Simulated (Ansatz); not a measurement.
**Is this P structure a true minimum?**

The cell was found from a structure generator's guess, not taken from experiment.

The calculation used Ansatz, DFT PBE, scalar-relativistic, plane waves, PAW. Settings: cutoff 420 eV, Γ-centred mesh 6×6×6 on the computed 8-atom cell, Gaussian smearing of 0.02 eV; no spin polarisation.

The cell below (8 atoms, space group I4_1/amd (No. 141)) is relaxed within its symmetry.

```cif
data_structure
_symmetry_space_group_name_H-M 'P 1'
_symmetry_Int_Tables_number 1
_cell_length_a 6.5731
_cell_length_b 6.5731
_cell_length_c 6.5731
_cell_angle_alpha 108.843
_cell_angle_beta 108.843
_cell_angle_gamma 110.736
_cell_volume 218.54
loop_
_atom_site_label
_atom_site_type_symbol
_atom_site_fract_x
_atom_site_fract_y
_atom_site_fract_z
_atom_site_occupancy
P1 P 0.77360 0.98121 0.79239 1
P2 P 0.18881 0.98121 0.20761 1
P3 P 0.73121 0.43882 0.70761 1
P4 P 0.73121 0.02360 0.29239 1
P5 P 0.56119 0.26879 0.29239 1
P6 P 0.97640 0.26879 0.70761 1
P7 P 0.01879 0.81118 0.79239 1
P8 P 0.01879 0.22640 0.20761 1
```

For the test it was strained at random (σ = 1.5 % a component), the atoms were moved at random (σ = 0.10 Å), and all was relaxed again on a coarse 4×4×4 mesh (in the run’s order of axes) with 0.10 eV smearing, with no symmetry imposed.

Question: Is the structure stable against such a distortion?

Answer: It doesn't return. The energy falls by 18 meV/atom on that mesh, the volume changes by -8.5 %, and the end has space group I-42d (No. 122) at a loose tolerance. Relaxed again on a 6×6×6 mesh with 0.02 eV smearing, the new structure lies 18 meV/atom below the first (mesh in the axes of the run's cell; the cell below is made exact in the group named). Space group I-42d (No. 122), tetragonal, a = 7.879 Å, c = 6.435 Å. P has 3 P at 2.25–2.26 Å.

```cif
data_structure
_symmetry_space_group_name_H-M 'I-42d'
_symmetry_Int_Tables_number 122
_cell_length_a 7.8792
_cell_length_b 7.8792
_cell_length_c 6.4352
_cell_angle_alpha 90.000
_cell_angle_beta 90.000
_cell_angle_gamma 90.000
_cell_volume 399.51
loop_
_atom_site_label
_atom_site_type_symbol
_atom_site_symmetry_multiplicity
_atom_site_Wyckoff_symbol
_atom_site_fract_x
_atom_site_fract_y
_atom_site_fract_z
_atom_site_occupancy
P1 P 16 e 0.05934 0.81005 0.96665 1
```
